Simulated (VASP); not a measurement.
# HgTe in VASP: one cell, several levels of theory

Aim: gap, levels, forces and stress of HgTe built on the zincblende prototype, under +1.0 % equal strain in all directions at fixed geometry. Runs: PBE, r2SCAN. The results are then set beside those of Ansatz 0.2.0 for the same cell.

The runs shown are made with VASP 6.6.1. PAW datasets, plane waves. The values are computed, spin-unpolarised, and not measurements.

## Step 1: The system as given

The cell comes from an earlier relaxation with r2SCAN in another program.

Space group F-43m (No. 216), cubic; a = 6.644 Å in the conventional setting, 36.66 Å³ an atom. Hg has 4 Te at 2.88 Å; Te has 4 Hg at 2.88 Å.

As a file:

```
CELL_PARAMETERS angstrom
0.00000 3.32205 3.32205
3.32205 0.00000 3.32205
3.32205 3.32205 0.00000
ATOMIC_POSITIONS crystal
Hg 0.00000 0.00000 0.00000
Te 0.25000 0.25000 0.25000
```

## Step 2: Single point with PBE

The input, INCAR:

```
ENCUT = 520.000000
SIGMA = 0.020000
EDIFF = 1.00e-07
GGA = PE
PREC = Accurate
IBRION = -1
ISIF = 2
ISMEAR = -1
NBANDS = 16
NELM = 120
NSW = 0
LASPH = .TRUE.
LCHARG = .TRUE.
LELF = .TRUE.
LWAVE = .FALSE.
LREAL = .FALSE.
```

The input, KPOINTS:

```
KPOINTS created by Atomic Simulation Environment
0
Gamma
6 6 6
0 0 0
```

The input, KPOINTS_OPT:

```
special points
6
Reciprocal
0.0000000000 0.0000000000 0.0000000000 1
-0.5000000000 -0.5000000000 0.0000000000 1
-0.3750000000 -0.3750000000 0.2500000000 1
-0.3750000000 0.0000000000 0.3750000000 1
0.0000000000 0.0000000000 0.5000000000 1
-0.5000000000 -0.2500000000 0.2500000000 1
```

The input, POSCAR:

```
Hg Te
 1.0000000000000000
     0.0000000000000000    3.3220494652000001    3.3220494652000001
     3.3220494652000001    0.0000000000000000    3.3220494652000001
     3.3220494652000001    3.3220494652000001    0.0000000000000000
 Hg  Te
   1   1
Cartesian
  0.0000000000000000  0.0000000000000000  0.0000000000000000
  1.6610247326000001  1.6610247326000001  1.6610247326000001
```

The run uses the recommended PBE PAW datasets (18 valence electrons a neutral cell).

Command:

```console
> mpirun -np 1 vasp_std
```

## Step 3: Single point with r2SCAN

The input, INCAR:

```
ENCUT = 520.000000
SIGMA = 0.020000
EDIFF = 1.00e-07
ALGO = Normal
METAGGA = R2SCAN
PREC = Accurate
IBRION = -1
ISIF = 2
ISMEAR = -1
NBANDS = 16
NELM = 120
NSW = 0
LASPH = .TRUE.
LCHARG = .FALSE.
LWAVE = .FALSE.
LREAL = .FALSE.
```

KPOINTS is that of step 2.

KPOINTS_OPT is that of step 2.

POSCAR is that of step 2.

Q: Predict the outcome of this session. Wanted: for each run, gap; pressure; Ansatz: gap; Ansatz: pressure.

**Answer**, as computed:

| level | gap (eV) | pressure (GPa) | Ansatz: gap (eV) | Ansatz: pressure (GPa) |
| --- | --- | --- | --- | --- |
| PBE | 0.00 | 0.20 | 0.00 | 0.16 |
| r2SCAN | 0.00 | -1.09 | 0.00 | -1.14 |

What this shows: No gap over 0.02 eV opens at any of these levels. Spin-orbit coupling is left out, though the cell holds Hg (Z = 80); in an element this heavy it can shift bands and gaps by tenths of an eV. At this one volume the pressure spans -1.1 GPa (r2SCAN) to 0.2 GPa (PBE): PBE wants the largest cell and r2SCAN the smallest. The two programs agree on the overlap of the bands within 0.01 eV. Each program uses its own PAW datasets and cutoff. VASP's cell holds 18 valence electrons and Ansatz's 36.
